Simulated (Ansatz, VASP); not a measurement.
## Al: VASP beside Ansatz

```
CELL_PARAMETERS angstrom
2.70699 0.00000 0.00000
-1.35349 2.34432 0.00000
0.00000 0.00000 4.86685
ATOMIC_POSITIONS crystal
Al 0.66667 0.33333 0.75000
Al 0.33333 0.66667 0.25000
```

Change from the starting cell: strain -0.0375 x Voigt [1, 1, 0, 0, 0, 0], atoms carried along.

Alike in both runs: task single point; functional r2SCAN; k mesh 18 × 18 × 10; occupations gaussian, width 0.15 eV; no spin polarisation.

|  | VASP | Ansatz |
| --- | --- | --- |
| version | VASP 6.6.1 | Ansatz 0.2.0 |
| potentials or method | VASP PAW PBE potentials, release 64 (Al) | scalar-relativistic, plane waves, PAW |
| plane-wave cutoff (eV) | 520 | 500 |
| valence electrons in the cell | 6 | 6 |

|  | VASP | Ansatz | Ansatz less VASP |
| --- | --- | --- | --- |
| gap on the k mesh at the Fermi level (eV) | none | none | - |
| pressure (GPa) | 4.4 | 4.7 | +0.35 |
| largest component of the traceless stress (GPa) | 6.61 | 6.64 | +0.029 |

A gap of «none» marks a metal or a gap that the smearing closes.

Caveats: the PAW data sets were made with another functional, which shifts forces and pressure a little (VASP).
